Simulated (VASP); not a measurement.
Output of a VASP run:

File OSZICAR:
```
       N       E                     dE             d eps       ncg     rms          rms(c)
DAV:   1     0.132299706587E+02    0.13230E+02   -0.24116E+03   464   0.569E+02
DAV:   2    -0.785177359743E+01   -0.21082E+02   -0.20272E+02   624   0.789E+01
DAV:   3    -0.828555350489E+01   -0.43378E+00   -0.43244E+00   600   0.147E+01
DAV:   4    -0.828890062611E+01   -0.33471E-02   -0.33471E-02   688   0.156E+00
DAV:   5    -0.828892147626E+01   -0.20850E-04   -0.20850E-04   640   0.875E-02    0.330E+00
RMM:   6    -0.822931562843E+01    0.59606E-01   -0.47782E-02   464   0.128E+00    0.203E+00
RMM:   7    -0.821206956076E+01    0.17246E-01   -0.76507E-02   467   0.176E+00    0.312E-01
RMM:   8    -0.821249181611E+01   -0.42226E-03   -0.77892E-03   464   0.745E-01    0.660E-02
RMM:   9    -0.821285829675E+01   -0.36648E-03   -0.15402E-03   466   0.334E-01    0.433E-02
RMM:  10    -0.821292111345E+01   -0.62817E-04   -0.33903E-04   482   0.153E-01    0.185E-02
RMM:  11    -0.821292257679E+01   -0.14633E-05   -0.47513E-05   407   0.636E-02
   1 F= -.82129226E+01 E0= -.82129226E+01  d E =-.821292E+01
```

### OUTCAR
```
------------------------ aborting loop because EDIFF is reached ----------------------------------------
  FORCE on cell =-STRESS in cart. coord.  units (eV):
  Direction    XX          YY          ZZ          XY          YZ          ZX
  --------------------------------------------------------------------------------------
  Total        0.0031106      0.0031106      0.0031106     -0.0000000      0.0000000     -0.0000000
  in kB        0.0823629      0.0823629      0.0823629     -0.0000000      0.0000000     -0.0000000
  external PRESSURE =       0.0823629 kB  Pullay stress =       0.0000000 kB
  volume of cell :       60.51
      direct lattice vectors                 reciprocal lattice vectors
     0.000000000  3.116000693  3.116000693    -0.160462095  0.160462095  0.160462095
     3.116000693  0.000000000  3.116000693     0.160462095 -0.160462095  0.160462095
     3.116000693  3.116000693  0.000000000     0.160462095  0.160462095 -0.160462095
 POSITION                                       TOTAL-FORCE (eV/Angst)
 -----------------------------------------------------------------------------------
      0.00000      0.00000      0.00000         0.000000     -0.000000     -0.000000
      4.67400      4.67400      4.67400        -0.000000      0.000000      0.000000
 -----------------------------------------------------------------------------------
    total drift:                                0.000004      0.000004      0.000004
  FREE ENERGIE OF THE ION-ELECTRON SYSTEM (eV)
  ---------------------------------------------------
  free  energy   TOTEN  =        -8.2129225768 eV

  energy  without entropy=       -8.2129225768  energy(sigma->0) =       -8.21292258

 reached required accuracy - stopping structural energy minimisation
```
(Selected blocks of OUTCAR.)

**POSCAR**
```
AlSb
1
   -0.0000000000     3.1160006926     3.1160006926
    3.1160006926    -0.0000000000     3.1160006926
    3.1160006926     3.1160006926    -0.0000000000
Al Sb
1 1
Direct
  0.0000000000   0.0000000000   0.0000000000
  0.7500000000   0.7500000000   0.7500000000
```

### Question
Write an INCAR and KPOINTS that could have produced this output.

### Answer
One answer among several that fit: the input of the run itself, PBE GGA, plane waves, VASP's PBE PAW potentials (set 64).

**INCAR**
```
ALGO = Fast
EDIFF = 1E-5
EDIFFG = -0.03
ENCUT = 400
GGA = PE
IBRION = 2
ISIF = 2
ISMEAR = 0
LASPH = .TRUE.
LCHARG = .FALSE.
LMAXMIX = 4
LREAL = .FALSE.
LWAVE = .FALSE.
NELM = 100
NELMIN = 4
NSW = 20
PREC = Normal
SIGMA = 0.05
SYSTEM = AlSb
```

### KPOINTS
```
kpoints
0
G
  8 8 8
0 0 0
```

POTCAR, in this order: Al Sb (PBE.64 set). Program: vasp_std.

The compound is AlSb in the zinc blende structure. It was relaxed first.
